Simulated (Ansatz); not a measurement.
An Ansatz input (plane waves, PAW) for TaC that has something wrong with it:

```yaml
crystal:
  lattice:
    - [0.0, 2.2369519864, 2.2369519864]
    - [2.2369519864, 0.0, 2.2369519864]
    - [2.2369519864, 2.2369519864, 0.0]
  atoms:
    - { symbol: Ta, position: [0.0, 0.0, 0.0] }
    - { symbol: C, position: [0.5, 0.5, 0.5] }
basis:
  ecutwfc: "20 eV"
  ecutrho_ratio: 4
kpoints:
  mp_grid: { grid: [14, 14, 14] }
hamiltonian:
  xc: pbe
scf:
  occupations: { method: gaussian, width: 0.05 }
  max_iter: 80
output:
  forces: true
  stress: true
magnetization:
  noncollinear: true
  spin_orbit: true
```

Launched as:
```sh
ansatz run input.yaml --threads 4 --pin off --max-ram 7168MiB --backend cpu --events-out ev --progress --plain --runs-dir out
```

Question: What is wrong with it?

Answer: A cutoff far too low. Against the sound input: basis.ecutwfc: 420 → "20 eV" (the cap on iterations is only a precaution).

What the program printed:

```
Error: inconsistent input (basis.ecutwfc, kpoints): the smallest per-k basis holds n_pw = 1 plane waves (k-point 0, counted from 0 among those solved) but the deck needs at least 18 band(s) per channel, and no run solves more bands than the smallest per-k basis has plane waves; raise basis.ecutwfc until the smallest per-k basis, which caps the automatic band count, holds at least 18 plane waves
```

The input was refused before any iteration. It ran for 0.08 s on 4 threads of Arm Neoverse V2 (shared host), peak memory 0.089 GiB. The run before the change (PBE with spin–orbit coupling, 420 eV, 14×14×14 mesh) gave:

| run | P (GPa) | gap on the mesh (eV) | cell moment (μB) | largest force component (eV/Å) |
| --- | --- | --- | --- | --- |
| sound | 0.0 | metal | 0.00 (no moment typed) | 0.000 |

The chain of runs began from a cell as deposited in COD, expanded in volume.
